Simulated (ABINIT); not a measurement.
# A GW chain in ABINIT: AlAs (F-43m), part 3 of 3

How does a plane-wave GW calculation on AlAs (F-43m) run from the first input to the gap?

ABINIT 10.8.3; PBE and many-body steps on it, plane waves. Known limits of the many-body steps: not at the basis limit; no spin-orbit coupling; coarse k mesh.

So far. Step 4 (Empty states on the mesh, 4×4×4 mesh, 139 bands): On this mesh the gap is 1.436 eV. Step 5 (Screening, 4×4×4 mesh, 131 bands, screening to 163.3 eV): Local fields lower ε∞ by 11 %. On a Γ-centred mesh this coarse the value itself is usually too large, while a short band sum pulls it down.

## Step 6: Self-energy, 4×4×4 mesh, 131 bands, screening to 163.3 eV

The self-energy is evaluated for the states that the input lists, and the levels follow from it, in one-shot runs by the linearised quasiparticle equation.

This step: G0W0 on PBE, plane waves, norm-conserving pseudopotentials.

run.abi

```
acell 3*1.0 Angstrom
rprim 
  0.000000000000 2.830400000000 2.830400000000
  2.830400000000 0.000000000000 2.830400000000
  2.830400000000 2.830400000000 -0.000000000000
ntypat 2
znucl 13 33
natom 2
typat 1 2
xred 
  0.000000000000 0.000000000000 0.000000000000
  0.250000000000 0.250000000000 0.250000000000
pp_dirpath "pseudos"
pseudos "Al.upf, As.upf"
ecut 44
ngkpt 4 4 4
nshiftk 1
shiftk 0 0 0
kptopt 1
chksymbreak 0
istwfk *1
occopt 1
irdwfk 1
optdriver 4
nband 131
gwcalctyp 0
ecutsigx 44
symsigma 1
nkptgw 2
kptgw 
  0.0000000000 0.0000000000 0.0000000000
  0.5000000000 0.5000000000 0.0000000000
bdgw 
  11 17
  12 15
ecuteps 6
irdscr 1
ppmodel 1
indata_prefix "in"
outdata_prefix "out"
tmpdata_prefix "tmp"
```

On the command line:

```
OMP_NUM_THREADS=1 mpirun -n 4 abinit run.abi > log
```

Numbers of over 12 decimals in the logs are rounded to 6 here.

Output:

```text
.Version 10.8.3 of ABINIT. v10.8.2 released Aug 2026.

 Symmetries : space group F-4 3 m (#216); Bravais cF (face-center cubic)
[... echo of the input left out ...]
== DATASET  1 ==================================================================
-   mpi_nproc: 4, omp_nthreads: 1 (-1 if OMP is not activated)

--- !DatasetInfo
iteration_state: {dtset: 1, }
dimensions: {natom: 2, nkpt: 8, mband: 131, nsppol: 1, nspinor: 1, nspden: 1, mpw: 4314, }
cutoff_energies: {ecut:  44.0, pawecutdg:  -1.0, }
electrons: {nelect:   2.60000000E+01, charge:   0.00000000E+00, occopt:   1.00000000E+00, tsmear:   1.00000000E-02, }

 SIGMA: Calculation of the GW corrections

 Based on a program developped by R.W. Godby, V. Olevano, G. Onida, and L. Reining.
 Incorporated in ABINIT by V. Olevano, G.-M. Rignanese, and M. Torrent.
.Using double precision arithmetic ; gwpc =  8

[... cell and pseudopotentials left out ...]
--------------------------------------------------------------------------------

 ==== K-mesh for the wavefunctions ====
 Number of points in the irreducible wedge :     8
[... list of points left out ...]
 Together with 24 symmetry operations and time-reversal symmetry
 yields    64 points in the full Brillouin Zone.

 ==== Q-mesh for screening function ====
 Number of points in the irreducible wedge :     8
[... list of points left out ...]
 Together with 24 symmetry operations and time-reversal symmetry
 yields    64 points in the full Brillouin Zone.

 vcoul_init : cutoff-mode = AUXILIARY_FUNCTION
 q-points for optical limit:   1
     1)      0.000010    0.000020    0.000030
 setmesh: FFT mesh size selected  =    45x   45x   45
          total number of points  =        91125

 Number of electrons calculated from density =   26.0000; Expected =   26.0000
 average of density, n =  0.084958
 r_s =    1.4111
 omega_plasma =   28.1162 [eV]

 === KS Band Gaps ===
  >>>> For spin  1
   Minimum direct gap =   2.0442 [eV], located at k-point      :   0.0000  0.0000  0.0000
   Fundamental gap    =   1.4358 [eV], Top of valence bands at :   0.0000  0.0000  0.0000
                                       Bottom of conduction at :   0.5000  0.5000  0.0000
 SIGMA fundamental parameters:
 PLASMON POLE MODEL  1
 number of plane-waves for SigmaX                 4279
 number of plane-waves for SigmaC and W            181
 number of plane-waves for wavefunctions          4279
 number of bands                                   131
 number of independent spin polarizations            1
 number of spinorial components                      1
 number of k-points in IBZ                           8
 number of q-points in IBZ                           8
 number of symmetry operations                      24
 number of k-points in BZ                           64
 number of q-points in BZ                           64
 number of frequencies for dSigma/dE                 9
 frequency step for dSigma/dE [eV]                0.25
 number of omega for Sigma on real axis              0
 max omega for Sigma on real axis  [eV]           0.00
 zcut for avoiding poles [eV]                     0.10

 EPSILON^-1 parameters (SCR file):
 dimension of the eps^-1 matrix on file            181
 dimension of the eps^-1 matrix used               181
 number of plane-waves for wavefunctions          4279
 number of bands                                   131
 number of q-points in IBZ                           8
 number of frequencies                               2
 number of real frequencies                          1
 number of imag frequencies                          1

 matrix elements of self-energy operator (all in [eV])

 Perturbative Calculation

--- !SelfEnergy_ee
iteration_state: {dtset: 1, }
kpoint     : [   0.000,    0.000,    0.000, ]
spin       : 1
KS_gap     :    2.044
QP_gap     :    2.787
Delta_QP_KS:    0.743
data: !SigmaeeData |
     Band     E0 <VxcDFT>   SigX SigC(E0)      Z dSigC/dE  Sig(E)    E-E0       E
       11   4.434 -13.057 -14.997   1.214   0.786  -0.272 -13.628  -0.571   3.863
       12   4.434 -13.057 -14.997   1.214   0.786  -0.272 -13.628  -0.571   3.863
       13   4.434 -13.057 -14.997   1.214   0.786  -0.272 -13.628  -0.571   3.863
       14   6.478 -11.857  -7.665  -3.976   0.795  -0.258 -11.685   0.172   6.650
       15   8.727  -9.563  -5.073  -4.386   0.787  -0.271  -9.481   0.082   8.809
       16   8.727  -9.563  -5.073  -4.386   0.787  -0.271  -9.481   0.082   8.809
       17   8.727  -9.563  -5.073  -4.386   0.787  -0.271  -9.481   0.082   8.809

--- !SelfEnergy_ee
iteration_state: {dtset: 1, }
kpoint     : [   0.500,    0.500,    0.000, ]
spin       : 1
KS_gap     :    3.609
QP_gap     :    4.300
Delta_QP_KS:    0.691
data: !SigmaeeData |
     Band     E0 <VxcDFT>   SigX SigC(E0)      Z dSigC/dE  Sig(E)    E-E0       E
       12   2.260 -11.610 -14.419   1.814   0.775  -0.290 -12.382  -0.772   1.489
       13   2.260 -11.610 -14.419   1.814   0.775  -0.290 -12.382  -0.772   1.489
       14   5.870  -8.423  -4.736  -3.787   0.803  -0.246  -8.503  -0.081   5.789
       15   6.735  -9.140  -5.244  -3.837   0.800  -0.250  -9.093   0.047   6.781

== END DATASET(S) ==============================================================
================================================================================

 -outvars: echo values of variables after computation  --------
           etotal      0.0000000000E+00
            nband         131
             nkpt           8
          spgroup         216
 [... the other variables as echoed above ...]

 Calculation completed.
```

It took 9.9 s on 4 MPI ranks of Arm Neoverse V1, shared host; peak memory 1 GiB.

This step gave:

- G0W0 gap on the points computed: 1.926 eV
- starting gap on the mesh: 1.436 eV
- k of the valence top: 0, 0, 0
- k of the conduction bottom: 0.5, 0.5, 0
- Z at the valence top: 0.786
- Z at the conduction bottom: 0.803
- least direct G0W0 gap on the computed points: 2.787 eV

The gap on the mesh goes from 1.44 eV to 1.93 eV, a correction of +0.49 eV.

Limits: finite bands, cutoff and mesh; no spin-orbit coupling; coarse k mesh. v1 is the top filled band, c1 the lowest empty one. Levels before and after the correction, in eV, zero at the valence-band top of each column:

```
           conduction bottom  valence top
Kohn-Sham               1.44         0.00
     G0W0               1.93         0.00
```

```csv
,level,energy (eV)
Kohn-Sham,Γ v3-v1,0.000
Kohn-Sham,Γ c1,2.044
Kohn-Sham,Γ c2-c4,4.293
Kohn-Sham,(0.5 0.5 0) v2-v1,-2.173
Kohn-Sham,(0.5 0.5 0) c1,1.436
Kohn-Sham,(0.5 0.5 0) c2,2.301
G0W0,Γ v3-v1,0.000
G0W0,Γ c1,2.787
G0W0,Γ c2-c4,4.946
G0W0,(0.5 0.5 0) v2-v1,-2.374
G0W0,(0.5 0.5 0) c1,1.926
G0W0,(0.5 0.5 0) c2,2.918
```

## Step 7: Where the time went

Times are wall times on 4 MPI ranks of Arm Neoverse V1, shared host, good to a factor of about two.

| step | time | share | memory (GiB) |
| --- | --- | --- | --- |
| ground state | 14 s | 8 % | 0.34 |
| bands along the symmetry lines | 21 s | 11 % | 0.33 |
| empty states on the mesh | 1.7 min | 56 % | 4.2 |
| screening | 37 s | 20 % | 1.1 |
| self-energy | 9.9 s | 5 % | 1.0 |

## Step 8: Results

```json
{
 "PBE gap": "1.44 eV, indirect",
 "G0W0 gap on the mesh": "1.93 eV",
 "GW settings": "4×4×4 mesh, 131 bands, screening to 163.3 eV, Godby-Needs plasmon pole",
 "known limits": "not at the basis limit; no spin-orbit coupling; coarse k mesh"
}
```

**Reading.** G0W0 moves the gap on the mesh from 1.44 eV to 1.93 eV (+0.49 eV), with Z of 0.79 and 0.80 at the edges. Local fields lower the RPA ε∞ on this mesh from 15.96 to 14.22; a Γ-centred mesh this coarse tends to raise both, most where the direct gap is narrow, while a short band sum lowers them. Only 2 of the mesh's irreducible points were corrected, so a valley elsewhere could overtake. The dearest step here is «empty states on the mesh». Against experiment, by G0W0@PBE: the direct gap of 2.79 eV lies −0.23 eV from the measured 3.018 eV (direct, 300 K, quoted 2023). An exciton line or allowed optical edge lies below the quasiparticle gap by the binding energy; a forbidden edge can push the onset above it. The calculation has static nuclei and no excitons; a measured gap holds zero-point and thermal motion, which mostly lowers it. Bands and cutoff are finite, so the gap is not at the basis limit. The miss can reach some tenths of an eV and take either sign; the mesh is an error of its own. In the G0W0 run levels were corrected at 2 k points alone, so a gap called «on the mesh» is the least over those, and an edge elsewhere would be missed. The 4×4×4 mesh is coarse for this cell, which bears on the long-range parts of exchange and screening. The many-body steps are scalar-relativistic: spin-orbit coupling is not in them.

[Paths, hosts, dates, memory and timing lines, banners, echoed tables and standing remarks are left out of the program output.]

[Logs are printed without paths, hosts, clocks, repeated set-up lines and the standing remarks that a program may print on its own settings, such as how far it seeks lower states.]

[Runs of the session that timed out or met a known fault of the program may be left out.]

[Hosts, paths, dates, database ids (printed as entryN), source tags and the programs' standing remarks are cut or masked in the printed files.]

[G0W0 gaps are taken among the corrected bands and points alone; a level outside them can change the order at an edge.]

[Where Ansatz stands beside ABINIT at settings called matched, ABINIT's density can come from a denser mesh and the files from another edition; pairs whose starting gaps differed by over 0.03 eV were left out, so agreement reads better than it is.]
